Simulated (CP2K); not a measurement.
A run of CP2K 2026.2:

File alru_scf.inp:

```
&GLOBAL
  PROJECT alru_scf
  RUN_TYPE ENERGY_FORCE
  PRINT_LEVEL LOW
&END GLOBAL
&FORCE_EVAL
  METHOD QS
  STRESS_TENSOR ANALYTICAL
  &DFT
    BASIS_SET_FILE_NAME BASIS_MOLOPT_UZH
    POTENTIAL_FILE_NAME POTENTIAL_UZH
    &MGRID
      CUTOFF 450
      REL_CUTOFF 60
      NGRIDS 5
    &END MGRID
    &QS
      METHOD GPW
      EPS_DEFAULT 1.0E-10
    &END QS
    &KPOINTS
      SCHEME MONKHORST-PACK 9 9 9
      GAMMA_CENTERED T
      SYMMETRY T
      SYMMETRY_BACKEND SPGLIB
    &END KPOINTS
    &SCF
      SCF_GUESS ATOMIC
      EPS_SCF 1.0E-6
      MAX_SCF 100
      ADDED_MOS 13
      CHOLESKY OFF
      EPS_EIGVAL 1.0E-7
      &DIAGONALIZATION ON
        ALGORITHM STANDARD
      &END DIAGONALIZATION
      &MIXING ON
        METHOD BROYDEN_MIXING
        ALPHA 0.4
        BETA 1.5
        NBUFFER 8
      &END MIXING
      &SMEAR ON
        METHOD FERMI_DIRAC
        ELECTRONIC_TEMPERATURE 580.23
      &END SMEAR
    &END SCF
    &XC
      &XC_FUNCTIONAL
        &GGA_X_PBE_SOL
        &END GGA_X_PBE_SOL
        &GGA_C_PBE_SOL
        &END GGA_C_PBE_SOL
      &END XC_FUNCTIONAL
    &END XC
    &PRINT
      &KPOINTS ON
      &END KPOINTS
      &MULLIKEN ON
      &END MULLIKEN
      &MO ON
        ENERGIES T
        OCCUPATION_NUMBERS T
        &EACH
          QS_SCF 0
        &END EACH
        ADD_LAST NUMERIC
      &END MO
      &LOWDIN ON
      &END LOWDIN
      &HIRSHFELD ON
        SHAPE_FUNCTION DENSITY
      &END HIRSHFELD
    &END PRINT
  &END DFT
  &SUBSYS
    &CELL
      A 2.9916000000 0.0000000000 0.0000000000
      B 0.0000000000 2.9916000000 0.0000000000
      C 0.0000000000 0.0000000000 2.9916000000
      PERIODIC XYZ
    &END CELL
    &COORD
      Ru  1.4868341748 1.5287584572 1.4593084632
      Al  -0.0129356784 -0.0264158280 0.0299728404
    &END COORD
    &KIND Ru
      BASIS_SET TZVP-MOLOPT-PBE-GTH-q16
      POTENTIAL GTH-PBE-q16
    &END KIND
    &KIND Al
      BASIS_SET TZVP-MOLOPT-PBE-GTH-q3
      POTENTIAL GTH-PBE-q3
    &END KIND
    &PRINT
      &ATOMIC_COORDINATES ON
      &END ATOMIC_COORDINATES
      &CELL ON
      &END CELL
    &END PRINT
  &END SUBSYS
  &PRINT
    &FORCES ON
    &END FORCES
    &STRESS_TENSOR ON
    &END STRESS_TENSOR
  &END PRINT
&END FORCE_EVAL
```

Potentials or basis: POTENTIAL_UZH Ru GTH-PBE-q16, Al GTH-PBE-q3; TZVP-MOLOPT-PBE-GTH basis.

Launch:

```sh
$ OMP_NUM_THREADS=1 cp2k.psmp -i alru_scf.inp -o alru_scf.out
```

Hardware: 1 thread of Arm Neoverse V1, on a shared host.

Task: Estimate the wall time of this run.

Result: It took 110 s on 1 thread of Arm Neoverse V1, on a shared host, peak memory 0.36 GiB. Counts: scf iterations 13, k points 365, basis 52, bands 23, force evaluations 1.
